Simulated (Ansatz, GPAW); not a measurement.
# Geometry or basis: what sets the conductance of hydroquinonedithiol between two Al chains, part 3 of 3

How well does hydroquinonedithiol between two Al chains conduct once its atoms have relaxed, and how much do cheaper levels lose?

GPAW 26.7.0 and Ansatz 0.2.0; Ansatz plane waves; relaxation of the junction with the lead ends held; PAW set soft_1 (the session's first sound run).

So far, transmission at the Fermi level (one spin): step 3 (plane waves, PBE) 0.0232; step 4 (double-zeta polarised basis, PBE, GPAW) 0.0298; step 5 (single-zeta polarised basis, PBE, GPAW) 0.0253; step 6 (GPAW, sz: basis = "sz(dzp)", PBE, GPAW) 0.0280; step 7 (RPBE in the dzp basis: xc = "RPBE") 0.0285. Also open channels of the lead at the Fermi level (one spin): 2 in steps 3, 4, 5, 6 and 7.

## 8. The structure as built: geometry = "as built"

The dzp basis with PBE on the structure as first built shows what the relaxation was worth.

run.py

```python
import json
import numpy as np
from ase import Atoms
from ase.transport.calculators import TransportCalculator
from gpaw import GPAW, FermiDirac
from gpaw.lcao.tools import get_lcao_hamiltonian
from scipy.linalg import eigh

# The junction with lead layers at both ends, along the third cell vector
device = Atoms(
    ['Al', 'Al', 'Al', 'Al', 'Al', 'Al', 'Al', 'S', 'H', 'C', 'C', 'H', 'O', 'C', 'C', 'O', 'H', 'C', 'C', 'H', 'S', 'Al', 'Al', 'Al', 'Al', 'Al', 'Al', 'Al'],
    positions=[
        [6.24660, 4.50000, 1.20000],
        [6.24660, 4.50000, 3.60000],
        [6.24660, 4.50000, 6.00000],
        [6.24660, 4.50000, 8.40000],
        [6.24660, 4.50000, 10.80000],
        [6.24660, 4.50000, 13.20000],
        [6.24660, 4.50000, 15.60000],
        [4.84903, 5.18315, 17.15567],
        [7.66462, 5.19122, 17.98263],
        [5.63779, 5.17643, 18.75559],
        [7.02909, 5.18238, 18.86350],
        [3.25000, 5.20647, 18.94344],
        [3.50043, 5.18872, 19.88729],
        [4.86939, 5.18247, 19.92782],
        [7.62378, 5.18246, 20.12496],
        [8.99274, 5.18870, 20.16550],
        [9.24317, 5.20648, 21.10934],
        [5.46408, 5.18242, 21.18929],
        [6.85538, 5.17646, 21.29720],
        [4.82855, 5.19129, 22.07015],
        [7.64414, 5.18323, 22.89711],
        [6.24660, 4.50000, 24.45278],
        [6.24660, 4.50000, 26.85278],
        [6.24660, 4.50000, 29.25278],
        [6.24660, 4.50000, 31.65278],
        [6.24660, 4.50000, 34.05278],
        [6.24660, 4.50000, 36.45278],
        [6.24660, 4.50000, 38.85278]],
    cell=[[12.4932, 0.0, 0.0], [0.0, 9.0, 0.0], [0.0, 0.0, 40.05278]],
    pbc=True)

# One principal layer of the lead: the first 4 atoms of the device
lead = Atoms(
    ['Al', 'Al', 'Al', 'Al'],
    positions=[
        [6.24660, 4.50000, 1.20000],
        [6.24660, 4.50000, 3.60000],
        [6.24660, 4.50000, 6.00000],
        [6.24660, 4.50000, 8.40000]],
    cell=[[12.4932, 0.0, 0.0], [0.0, 9.0, 0.0], [0.0, 0.0, 9.6]],
    pbc=True)

settings = dict(mode='lcao', basis='dzp', xc='PBE', h=0.18,
                occupations=FermiDirac(0.1), maxiter=250,
                mixer=dict(beta=0.1, nmaxold=8, weight=100.0),
                convergence=dict(density=0.0001))
energies = np.arange(-2, 2 + 1e-9, 0.025)
eta = 0.0001
n1, n2 = 1, 1
# k and -k transmit alike, so half of the mesh across the current serves
mesh = [(i, j) for i in range(n1) for j in range(n2) if (i, j) <= (-i % n1, -j % n2)]
weights = np.array([1 if (i, j) == (-i % n1, -j % n2) else 2 for i, j in mesh]) / (n1 * n2)

# [... helper functions left out ...]
fermi_lead = ground_state(lead, (1, 1, 12), 'lead.txt')
fermi_device = ground_state(device, (1, 1, 2), 'device.txt')
# [... loop over the mesh left out, but for ...]
        # Shift the lead onto the potential of the device's first layer
        shift = ((H[:, 0, 0] - H0[:, 0, 0]) / S0[0, 0]).real.mean()
# [...]
kT = 8.617333e-5 * 300
bias = [0.1, 0.2, 0.5, 1.0, 1.5, 2.0]
# [... integrals and printing left out ...]
```

Command:

```bash
OMP_NUM_THREADS=1 OPENBLAS_NUM_THREADS=1 python run.py
```

Run time: 2.4 min. Hardware: 1 thread of Arm Neoverse V1, shared host; peak memory 2.3 GiB.

Numbers from this step:

| Quantity | Value |
| --- | --- |
| conductance | 0.1119 G₀ |
| thermopower | 7.755 μV/K |
| largest coupling past the next principal layer | 1.60e-15 eV |
| largest misfit of the first principal layer | 0.01239 eV |
| shift that aligns the lead | -0.001447 eV |
| transmission at the Fermi level (one spin) | 0.1132 |

One spin. The transmission, zone mean by energy, zero at the Fermi level:

```
energy (eV)  transmission, zone mean
     -2.000                  0.00154
     -1.900                  0.00189
     -1.800                  0.00278
     -1.700                   0.0113
     -1.650                   0.0788
     -1.600                   5.3e-4
     -1.500                   5.6e-5
     -1.400                   1.2e-4
     -1.300                   2.6e-6
     -1.200                  3.4e-12
     -1.100                        0
     -1.000                        0
     -0.900                  5.2e-12
     -0.800                        0
     -0.700                        0
     -0.600                        0
     -0.500                        0
     -0.400                   2.0e-6
     -0.300                   0.0531
     -0.200                   0.0957
     -0.100                    0.119
     -0.075                    0.120
      0.000                    0.113
      0.100                   0.0959
      0.200                   0.0799
      0.300                   0.0687
      0.400                   0.0620
      0.500                   0.0588
      0.600                   0.0578
      0.700                   0.0579
      0.800                   0.0587
      0.900                   0.0591
      1.000                   0.0580
      1.100                   0.0613
      1.200                   0.0657
      1.300                   0.0712
      1.400                   0.0779
      1.500                   0.0860
      1.600                   0.0958
      1.700                    0.108
      1.800                    0.123
      1.900                    0.141
      2.000                    0.166
```

The conductance, 0.112 G₀, lies 282 % above that of the dzp run.

## 9. All levels side by side

Times are wall times on the hardware named with each run. Results by setting:

```
no.       run  conductance (G₀)     time  memory (GiB)
  1    pw PBE           0.02287   76 min           6.5
  2       dzp           0.02929  3.2 min           2.3
  3       szp           0.02480  2.6 min           2.3
  4        sz           0.02745     95 s           2.1
  5  dzp RPBE           0.02802  3.2 min           2.3
  6   asbuilt            0.1119  2.4 min           2.3
```

## 10. Comparison

The curves are compared point by point over the common energies.

This step: comparison of transmission and cost over codes, levels and geometry; PAW set soft_1 (GPAW 26.7.0).

Ladder, by row:

```
    step    code  T at the Fermi level (sum over the listed spins)  conductance (G0)  r.m.s. T(E) from the first  wall time (s)  peak memory (GiB)  threads
  pw-pbe  Ansatz                                           0.02317           0.02287                           0           4539              6.467        4
     dzp    GPAW                                           0.02982           0.02929                      0.0654          191.9               2.31        1
     szp    GPAW                                           0.02534            0.0248                      0.1333            158               2.27        1
      sz    GPAW                                           0.02802           0.02745                      0.1433          94.84               2.08        1
dzp-RPBE    GPAW                                           0.02849           0.02802                     0.06641          189.2               2.31        1
 asbuilt    GPAW                                            0.1132            0.1119                     0.09516          141.4               2.31        1
```

Table of transmission, zone mean, sum over the listed spins by energy, zero at the Fermi level:

```
energy (eV)   pw-pbe      dzp      szp       sz  dzp-RPBE  asbuilt
    -2.0000   0.0121   0.0123   0.0189    0.121    0.0116  0.00154
    -1.7500   0.0925   0.0857    0.274    0.967    0.0802  0.00419
    -1.6750    0.121    0.107    0.948   9.9e-9     0.101   0.0510
    -1.5000    0.167    0.104   3.3e-4        0    0.0992   5.6e-5
    -1.4250    0.881    0.213   8.7e-5  1.4e-13     0.200   1.2e-4
    -1.4000    0.371    0.593   1.0e-4  1.8e-13     0.555   1.2e-4
    -1.2500   1.4e-6  4.7e-11  1.5e-11  3.6e-13   3.5e-11  1.3e-11
    -1.0000        0  2.2e-12  1.4e-11  5.2e-12   1.6e-12  8.2e-13
    -0.7500        0  8.9e-11  2.4e-10  1.4e-10   5.3e-11  1.2e-13
    -0.5000        0  5.0e-11  1.2e-12  1.4e-12   6.8e-11  2.8e-13
    -0.2500  0.00764   0.0103  0.00551  0.00711    0.0103   0.0754
     0.0000   0.0232   0.0298   0.0253   0.0280    0.0285    0.113
     0.2500   0.0276   0.0322   0.0320   0.0339    0.0311   0.0737
     0.5000   0.0345   0.0393   0.0465   0.0488    0.0385   0.0588
     0.7500   0.0368   0.0400   0.0523   0.0571    0.0397   0.0583
     1.0000   0.0365   0.0375   0.0577   0.0585    0.0342   0.0580
     1.2500   0.0395   0.0394   0.0674   0.0635    0.0373   0.0683
     1.5000   0.0511   0.0475   0.0928   0.0770    0.0445   0.0860
     1.7500   0.0835   0.0713    0.163    0.114    0.0661    0.115
     2.0000    0.157    0.125    0.337    0.217     0.116    0.166
```

## 11. Potential alignment off

Without the shift, lead and junction are matched by their Fermi levels alone.

This step: GPAW LCAO, PAW setups; Landauer transmission from Green's functions with principal layers (ASE), zero bias (GPAW 26.7.0).

run.py, as its differences from that of step 8:

```diff
@@ -17,20 +17,20 @@
         [6.24660, 4.50000, 10.80000],
-        [6.24660, 4.50000, 13.20000],
-        [6.24660, 4.50000, 15.60000],
-        [4.84903, 5.18315, 17.15567],
-        [7.66462, 5.19122, 17.98263],
-        [5.63779, 5.17643, 18.75559],
-        [7.02909, 5.18238, 18.86350],
-        [3.25000, 5.20647, 18.94344],
-        [3.50043, 5.18872, 19.88729],
-        [4.86939, 5.18247, 19.92782],
-        [7.62378, 5.18246, 20.12496],
-        [8.99274, 5.18870, 20.16550],
-        [9.24317, 5.20648, 21.10934],
-        [5.46408, 5.18242, 21.18929],
-        [6.85538, 5.17646, 21.29720],
-        [4.82855, 5.19129, 22.07015],
-        [7.64414, 5.18323, 22.89711],
-        [6.24660, 4.50000, 24.45278],
-        [6.24660, 4.50000, 26.85278],
+        [5.10757, 4.89817, 13.09597],
+        [6.17834, 4.43529, 15.48227],
+        [4.93294, 5.35512, 17.12392],
+        [7.79093, 5.23044, 18.08155],
+        [5.71740, 5.20079, 18.71547],
+        [7.10035, 5.19408, 18.92483],
+        [3.28924, 5.16039, 18.75418],
+        [3.49486, 5.16850, 19.71333],
+        [4.85251, 5.17769, 19.83680],
+        [7.63599, 5.16790, 20.21428],
+        [8.99380, 5.14989, 20.33754],
+        [9.19881, 5.13518, 21.29646],
+        [5.38809, 5.19201, 21.12643],
+        [6.77111, 5.18927, 21.33559],
+        [4.69756, 5.22668, 21.96971],
+        [7.55843, 5.32603, 22.92766],
+        [6.29833, 4.43412, 24.57335],
+        [7.38718, 4.87900, 26.95198],
         [6.24660, 4.50000, 29.25278],
@@ -69,4 +69,4 @@
 # [... loop over the mesh left out, but for ...]
-        # Shift the lead onto the potential of the device's first layer
-        shift = ((H[:, 0, 0] - H0[:, 0, 0]) / S0[0, 0]).real.mean()
+        # Lead and device are aligned by their Fermi levels alone
+        shift = 0.0
 # [...]
```

It took 3.2 min on 1 thread; peak memory 2.3 GiB.

Numbers from this step:

| Item | Value |
| --- | --- |
| conductance | 0.02834 G₀ |
| thermopower | -9.720 μV/K |
| largest misfit of the first principal layer | 0.08152 eV |
| shift that aligns the lead | 0 eV |
| transmission at the Fermi level (one spin) | 0.02862 |

One spin. Table of transmission, zone mean by energy, zero at the Fermi level:

```
energy (eV)  transmission, zone mean
     -2.000                   0.0123
     -1.900                   0.0294
     -1.800                   0.0634
     -1.700                    0.102
     -1.600                    0.113
     -1.500                    0.111
     -1.400                    0.562
     -1.300                   1.1e-4
     -1.200                        0
     -1.100                  1.6e-12
     -1.000                  2.0e-12
     -0.900                  3.6e-12
     -0.800                  1.7e-11
     -0.700                   3.1e-9
     -0.600                   1.8e-9
     -0.500                  5.5e-11
     -0.400                   2.7e-8
     -0.300                  0.00636
     -0.200                   0.0157
     -0.100                   0.0236
      0.000                   0.0286
      0.100                   0.0312
      0.200                   0.0325
      0.300                   0.0338
      0.400                   0.0359
      0.500                   0.0384
      0.600                   0.0405
      0.700                   0.0410
      0.800                   0.0396
      0.900                   0.0372
      1.000                   0.0376
      1.100                   0.0374
      1.200                   0.0380
      1.300                   0.0398
      1.400                   0.0430
      1.500                   0.0480
      1.600                   0.0553
      1.700                   0.0655
      1.800                   0.0796
      1.900                   0.0986
      2.000                    0.124
```

Crossings of the lead's bands, unfolded to its shortest repeat. Table of open channels, zone mean by energy, zero at the Fermi level:

```
energy (eV)  open channels, zone mean
     -2.000                         1
     -1.900                         1
     -1.800                         1
     -1.700                         1
     -1.600                         1
     -1.500                         1
     -1.400                         1
     -1.300                         1
     -1.200                         0
     -1.100                         0
     -1.000                         0
     -0.900                         0
     -0.800                         0
     -0.700                         0
     -0.600                         0
     -0.500                         0
     -0.400                         0
     -0.300                         2
     -0.200                         2
     -0.100                         2
      0.000                         2
      0.100                         2
      0.200                         2
      0.300                         2
      0.400                         2
      0.500                         2
      0.600                         2
      0.700                         2
      0.800                         2
      0.900                         2
      1.000                         3
      1.100                         3
      1.200                         3
      1.300                         3
      1.400                         3
      1.500                         3
      1.600                         3
      1.700                         3
      1.800                         3
      1.900                         3
      2.000                         3
```

Not self-consistent under bias; the bias window is split evenly. Current through one cell, from the zero-bias transmission against bias:

```
bias (V)  current through one cell, from the zero-bias transmission (μA)
   0.100                                                           0.219
   0.200                                                           0.433
   0.500                                                            1.01
   1.000                                                            1.76
   1.500                                                            2.54
   2.000                                                            3.28
```

Transmission of the three most open eigenchannels against energy, zero at the Fermi level:

```
energy (eV)  channel 1  channel 2  channel 3
     -2.000     0.0123          0          0
     -1.900     0.0294          0          0
     -1.800     0.0634          0          0
     -1.700      0.102          0          0
     -1.600      0.113          0          0
     -1.500      0.111          0          0
     -1.400      0.562          0          0
     -1.300     1.1e-4          0          0
     -1.200          0          0          0
     -1.100    1.6e-12          0          0
     -1.000    2.0e-12          0          0
     -0.900    3.6e-12          0          0
     -0.800    1.7e-11          0          0
     -0.700     3.1e-9          0          0
     -0.600     1.8e-9          0          0
     -0.500    5.5e-11          0          0
     -0.400     2.7e-8    3.3e-11          0
     -0.300    0.00634     2.8e-5          0
     -0.200     0.0156     8.9e-5          0
     -0.100     0.0235     1.5e-4          0
      0.000     0.0284     1.8e-4          0
      0.100     0.0310     1.8e-4          0
      0.200     0.0324     1.4e-4          0
      0.300     0.0338     7.8e-5          0
      0.400     0.0358     2.3e-5          0
      0.500     0.0384     2.8e-7    1.1e-10
      0.600     0.0405     5.4e-5    1.6e-12
      0.700     0.0408     2.5e-4    1.3e-12
      0.800     0.0390     6.4e-4    3.1e-12
      0.900     0.0359    0.00131    5.4e-11
      1.000     0.0348    0.00268     8.6e-5
      1.100     0.0340    0.00317     2.0e-4
      1.200     0.0343    0.00339     3.5e-4
      1.300     0.0358    0.00342     5.3e-4
      1.400     0.0389    0.00332     7.5e-4
      1.500     0.0439    0.00315     9.8e-4
      1.600     0.0512    0.00295    0.00119
      1.700     0.0614    0.00276    0.00137
      1.800     0.0755    0.00262    0.00148
      1.900     0.0946    0.00252    0.00155
      2.000      0.120    0.00248    0.00157
```

The conductance, 0.0283 G₀, lies 3.2 % below that of the dzp run.

## 12. Summary of results

| Item | Value |
| --- | --- |
| conductance | 0.0293 G₀ |
| transmission at the Fermi level, mean of the spins | 0.0298 |
| thermopower | -8.76 μV/K |
| open channels of the lead there | 2 |

**Reading.** In the dzp basis the junction conducts 0.0293 G₀ at 300 K, with T = 0.0298 a spin at the Fermi level; the sz basis reaches that conductance within 10 %. Relaxation moved atoms by up to 1.2 Å and took the conductance from 0.112 to 0.0293 G₀, as a ratio a larger change than the step from dzp to the minimal basis. Plane waves (PBE) give T = 0.0232 there. The scatterer reflects about 99 % of the incoming channels at the Fermi level. The negative thermopower says that the thermally weighted transmission is larger above the Fermi level, as for electron-like transport. Measured against the first run (pw-pbe), the nearest curve is that of dzp (r.m.s. 0.065) and the farthest that of sz (0.14). Over the compared runs wall time goes from 95 s (sz) to 4539 s (pw-pbe), on a shared host; the plane-wave run used 4 threads and the orbital runs 1. The leads kept an estimated spacing and the cell its length, so the junction may be under some tension or compression. Semilocal functionals put molecular levels too near the Fermi level, so such conductances usually come out too high, and chain electrodes have a sharper density of states than real ones. An evenly spaced straight chain is an idealisation: free chains tend to dimerise, zigzag or, where a band edge lies near the Fermi level, turn magnetic. The currents use the zero-bias T(E) throughout, which holds only while the bias is small against the distance to the nearest feature.

[Logs are printed without paths, hosts, clocks, repeated set-up lines and the standing remarks that a program may print on its own settings, such as how far it seeks lower states.]

[Hosts, paths, dates, database ids (printed as entryN), source tags and the programs' standing remarks are cut or masked in the printed files.]
